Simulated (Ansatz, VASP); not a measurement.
**TiN in VASP and in Ansatz**

```
Ti N
1.0
     0.00000    2.12598    2.12598
     2.12598    0.00000    2.12598
     2.12598    2.12598    0.00000
Ti N
1 1
Direct
  0.00000 0.00000 0.00000
  0.50000 0.50000 0.50000
```

Alike in both runs: task single point; functional PBE; k mesh 8 × 8 × 8; occupations gaussian, width 0.1 eV; no spin polarisation.

|  | VASP | Ansatz |
| --- | --- | --- |
| version | VASP 6.6.1 | Ansatz 0.2.0 |
| potentials or method | VASP PAW PBE potentials, release 64 (Ti_sv, N) | scalar-relativistic, plane waves, PAW |
| plane-wave cutoff (eV) | 520 | 420 |
| valence electrons in the cell | 17 | 17 |

VASP gave:

* gap on the k mesh at the Fermi level (eV): none
* pressure (GPa): -0.4

**Question.** What did Ansatz give for the same quantities?

**Answer.** gap on the k mesh at the Fermi level (eV): none; pressure (GPa): -0.8.

A gap of «none» marks a metal or a gap that the smearing closes. The functional is the same, so the differences come from potentials, cutoffs and numerics.
